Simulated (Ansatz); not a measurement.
A Na₄F₃ cell: a crystal with F atoms taken out, relaxed.

```
CELL_PARAMETERS angstrom
4.74528 -4.70640 -0.11863
4.74525 0.11860 4.70662
0.00002 -4.58775 4.58800
ATOMIC_POSITIONS crystal
Na 0.99548 0.49826 0.00276
Na 0.99548 0.49819 0.50279
Na 0.98420 0.01635 0.99937
Na 0.98415 0.01633 0.49942
Na 0.51381 0.48699 0.99920
Na 0.51380 0.48700 0.49923
Na 0.50242 0.00517 0.99584
Na 0.50242 0.00512 0.49582
F 0.24892 0.25162 0.74941
F 0.24886 0.25175 0.24938
F 0.74893 0.75163 0.74937
F 0.74891 0.75169 0.24935
F 0.74891 0.25168 0.74936
F 0.74893 0.25163 0.24938
```

Level of theory: DFT r2SCAN, scalar-relativistic, plane waves, PAW in Ansatz.

Settings: cutoff 500 eV, Γ-centred mesh 6×6×6 on the computed 14-atom cell, Gaussian smearing of 0.10 eV; no spin polarisation.

Problem. Describe its local order.

Solution. Counting as bonded all pairs within 1.2 times the summed covalent radii, but none from a metal cation to another cation:

```json
{"atom → neighbour": "F → Na", "mean count": "6.00", "mean length (Å)": "2.34", "spread (Å)": "0.03"}
{"atom → neighbour": "Na → F", "mean count": "4.50", "mean length (Å)": "2.34", "spread (Å)": "0.03"}
```

Angles between all pairs of such bonds at an atom (mean ± spread): 108 ± 36° at F, 107 ± 34° at Na.

Problem. Does it have a gap?

Solution. It has no gap on the mesh. Levels at Γ next to the Fermi level (eV from it): -6.30, -6.27, -6.23, -6.13, -6.07, -1.60, 1.74, 3.24, 3.67, 4.51, 4.69, 5.14. It lies 2.42 eV/atom below the elements' standard states (static lattices, no corrections for gases).

Spin polarisation was left out, and a magnetic state may lie lower.

Cost: 2 runs of about 28 core-minutes in all (earlier runs that led there not counted), on AMD EPYC 7571 (shared hosts).